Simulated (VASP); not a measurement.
Set up this calculation in VASP 6.6.1, as the native input.

```yaml
Task: relaxation of cell and atoms
Functional: PBE
Potentials_or_basis: VASP PAW PBE potentials, release 64 (Mg, H)
Cutoff: 600 eV
k_mesh: 8 × 8 × 8
Occupations: gaussian, width 0.1 eV
Spin: no spin polarisation
Dipole_correction: no
Further_INCAR_settings: ALGO = Fast; EDIFF = 1e-07; IBRION = 2; EDIFFG = -0.01; NSW = 100; ISIF = 3
```

The structure of Mg4H lies in POSCAR:

```
Mg4H
1.0
    5.4328274646      0.0000000000      0.0000000000
    0.0000000000      5.4328274646      0.0000000000
    0.0000000000      0.0000000000      5.4328274646
Mg H
4 1
Direct
    0.5000000000      0.5000000000      0.5000000000
    0.0000000000      0.5000000000      0.5000000000
    0.5000000000      0.0000000000      0.5000000000
    0.5000000000      0.5000000000      0.0000000000
    0.0000000000      0.0000000000      0.0000000000
```

The cell was built by a generator and needn't be a form met in nature.

The cell isn't the ideal one: species swapped into the Mn4N type (Pm-3m, No. 221).

One way to write it, as run:

INCAR

```
PREC = Accurate ; ENCUT = 600
EDIFF = 1E-7 ; ISMEAR = 0
SIGMA = 0.1 ; LREAL = F
LASPH = T ; NELM = 100
ALGO = Fast ; ISIF = 3
LWAVE = F ; LCHARG = F
GGA = PE ; IBRION = 2
NSW = 100 ; EDIFFG = -0.01
```

KPOINTS

```
Automatic mesh
0
Gamma
  8 8 8
```

Potentials or basis: VASP PAW PBE potentials, release 64 (Mg, H).

Command:

```console
$ cat potpaw_PBE.64/Mg/POTCAR potpaw_PBE.64/H/POTCAR > POTCAR
$ mpirun -np 1 vasp_std > vasp.out
```

Results of the run:

```
Relaxed volume                         : 33.09 Å³/atom
Relaxed cell                           : a = 5.490 Å, b = 5.490 Å, c = 5.490 Å, α = 90.00°, β = 90.00°, γ = 90.00°
Space group after relaxing (to 0.05 Å) : Pm-3m (No. 221)
Energy gained by relaxing              : 1.3 meV/atom
Ionic steps                            : 3
Pressure after relaxing                : 0.0 GPa
Band gap on the k mesh                 : none (metal or under the smearing width)
```

Wall time 2.9 min on 1 thread of Intel(R) Xeon(R) Platinum 8375C CPU @ 2.90GHz (Ice Lake), with other jobs on the host, peak memory 0.36 GiB.
